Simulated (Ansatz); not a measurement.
AlCu$_{3}$: pressure against volume

AlCu$_{3}$, Pm-3m, a = 3.632 Å. The structure is a Materials Project entry; whether it is the stable form wasn't checked. Ansatz: PBEsol, PAW, 420 eV, Γ-centred 12×12×12 mesh on 4 atoms, Gaussian smearing 0.10 eV; no spin polarisation. Symmetry fixes shape and atoms, so the cell is only scaled; pressure is positive in compression.

```
V (Å³/atom) P (GPa)
     11.258        ?
     11.617     4.99
     11.977     0.00
     12.336    -4.20
     12.695    -7.74
```

**Question.** Take V0 = 11.977 Å³/atom, fit the third-order Birch–Murnaghan form to the other rows, and predict the missing pressure.

**Answer.** With the Eulerian strain f = ½[(V0/V)^(2/3) − 1] and y = P/[3f(1 + 2f)^(5/2)], the form is the line y = B0 + 1.5 B0 (B0′ − 4) f. Rows (f, y): 0.01028, 153.8; -0.00975, 150.8; -0.01903, 149.4. Means f = -0.006167, y = 151.33; Σ(Δf)² = 0.0004488, ΣΔfΔy = 0.06735; the slope is their ratio. y = 152.3 + 150.1 f GPa, so B0 = 152.3 GPa and B0′ = 4 + 2 × (150.1)/(3 × 152.3) = 4.66. At V = 11.258, f = 0.02107, y = 155.46 and P = 10.89 GPa. The run gave 10.91 GPa, so the fit is 0.02 GPa too low, a small miss on the scale of the series. The form still works here, 33 % of the fitted range beyond its end.